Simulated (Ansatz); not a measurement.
Theory: Ansatz, DFT PBE, scalar-relativistic, plane waves, PAW. All cells share a 420 eV cutoff and Γ-centred k meshes spaced at most about 0.3 Å⁻¹ (about 0.25 or finer for metals, 2π included). No spin polarisation.

Temperature and zero-point effects are left out.

Task: Order these relaxed structures of GaSb4 by energy, lowest first, with the energy over the lowest of them.
A.

```
CELL_PARAMETERS angstrom
-4.13378 4.13378 1.90809
4.13378 -4.13378 1.90809
4.13378 4.13378 -1.90809
ATOMIC_POSITIONS crystal
Ga 0.00000 0.00000 0.00000
Sb 0.39491 0.20400 0.59891
Sb 0.60509 0.79600 0.40109
Sb 0.79600 0.39491 0.19091
Sb 0.20400 0.60509 0.80909
```

B.

```
CELL_PARAMETERS angstrom
4.53537 0.00000 0.00000
0.00000 4.53537 0.00000
0.00000 0.00000 7.28147
ATOMIC_POSITIONS crystal
Ga 0.50000 0.50000 0.00000
Sb 0.00000 0.50000 0.70241
Sb 0.50000 0.00000 0.70241
Sb 0.00000 0.50000 0.29759
Sb 0.50000 0.00000 0.29759
```

C.

```
CELL_PARAMETERS angstrom
-3.33836 3.33836 3.33836
3.33836 -3.33836 3.33836
3.33836 3.33836 -3.33836
ATOMIC_POSITIONS crystal
Ga 0.00000 0.00000 0.00000
Sb 0.00000 0.00000 0.50000
Sb 0.00000 0.50000 0.00000
Sb 0.50000 0.00000 0.00000
Sb 0.50000 0.50000 0.50000
```

Result: B (0 meV/atom), A (77 meV/atom), C (111 meV/atom). Forms: B P4/mmm; A I4/m; C Im-3m. Counting Sb atoms around Ga (those within 1.25 times the shortest such distance or 1.15 times the sum of covalent radii, 1.27 where that leaves under three; a plus sign parts nearer from farther groups; the shortest distance is added where it exceeds 1.18 times the sum of covalent radii): B has Ga 8 from 3.1 Å; A has Ga 8+4 from 3.2 Å; C has Ga 8. B holds Sb–Sb pairs (shortest 2.95 Å) (bonds between like non-metal atoms; other contacts aren't counted). All come from invented guesses. Even the lowest of the cells shown lies +0.12 eV/atom against the elements.

These runs have no spin–orbit coupling, which can matter for Sb. Cells relaxed within their symmetry can be saddle points. Some types were kept out of the candidates beforehand, so the set may lack a known form.
